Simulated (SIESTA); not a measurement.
The system is ZnS (Wurtzite-6H).

```
Zn S
1.0
     3.81200    0.00000    0.00000
    -1.90600    3.30129    0.00000
     0.00000    0.00000   18.68999
Zn S
6 6
Direct
  0.33333 0.66667 0.83333
  0.66667 0.33333 0.33333
  0.66667 0.33333 0.66667
  0.33333 0.66667 0.16667
  0.00000 0.00000 0.50000
  0.00000 0.00000 0.00000
  0.33333 0.66667 0.95833
  0.66667 0.33333 0.45833
  0.66667 0.33333 0.79167
  0.33333 0.66667 0.29167
  0.00000 0.00000 0.62500
  0.00000 0.00000 0.12500
```

Base run:

```yaml
Program: SIESTA 5.4.2
Functional: LDA
Potentials_or_basis: PseudoDojo 0.4 standard (LDA files)
Basis: DZP (energy shift 0.002 Ry)
Grid_cutoff: 800 Ry
Energy_shift: 0.002 Ry
k_mesh: 8 × 8 × 2
Occupations: fermi-dirac, width 0.05 eV
Spin: no spin polarisation
```

Its results: band gap on the k mesh 2.59 eV, direct; pressure -2.1 GPa; largest force 0.038 eV/Å.

Task: The run is repeated on the same cell with these changes: functional from LDA to AM05; potentials or basis from PseudoDojo 0.4 standard (LDA files) to PseudoDojo 0.4 standard (PBEsol files). What comes out?

Result: Band gap on the k mesh 2.76 eV, direct; pressure 0.8 GPa; largest force 0.034 eV/Å.

Caveats: semicore shells carry a single zeta, which can move pressures by several GPa and volumes by a few percent; the valence orbitals were made in a potential fitted to the semicore shell under them, which widens gaps by tenths of an eV or more; the cell's inner coordinates are idealised or old, which leaves forces on the atoms; the basis of atomic orbitals isn't converged, which shifts pressures, moduli and gaps; the potentials were made for another functional, which shifts forces and pressure (some runs).
